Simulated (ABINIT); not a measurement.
A run of ABINIT 10.8.3 (patched build):

Contents of run.abi:

```
# Pseudopotentials
pp_dirpath "./"
pseudos "Si.GGA_PBE-JTH.xml, C.GGA_PBE-JTH.xml"

# Structure
acell 3.076 3.076 5.048 Angstrom
rprim
     1.0000000000     0.0000000000     0.0000000000
    -0.5000000000     0.8660254038     0.0000000000
     0.0000000000     0.0000000000     1.0000000000
ntypat 2
znucl 14 6
natom 4
typat 1 1 2 2
xred
     0.6666666667     0.3333333333     0.5000000000
     0.3333333333     0.6666666667     0.0000000000
     0.6666666667     0.3333333333     0.8850000000
     0.3333333333     0.6666666667     0.3850000000
chkprim 0
chksymtnons 0
tolsym 1.0e-6

# Plane-wave basis
ecut 23.0
pawecutdg 45.0
pawxcdev 0
pawovlp -1

# k points
kptopt 1
ngkpt 10 10 5
nshiftk 1
shiftk 0.0 0.0 0.0

# Exchange and correlation
ixc -116133

# Bands and occupations
nband 12
occopt 3
tsmear 0.05 eV

# SCF cycle
nstep 100
tolvrs 1.0e-9

# Output
iomode 3
prtwf 0
prtden 0
prteig 0
prtebands 0

# Relaxation
ionmov 2
ntime 60
tolmxf 5.0e-5
optcell 2
dilatmx 1.08
ecutsm 0.5
```

Potentials or basis: JTH PAW PBE v2.0.

The run is started by

```bash
$ abinit run.abi > log 2>&1
```

Hardware: 1 thread of Arm Neoverse V1, with other jobs on the host.

Q: Estimate the wall time of this run.

A: Run time: 2.7 min on 1 thread of Arm Neoverse V1, on a shared host, peak memory 0.13 GiB. Counts: scf iterations 45, mpi ranks 1, k points 42, bands 12, plane waves 1870, ion steps 5.
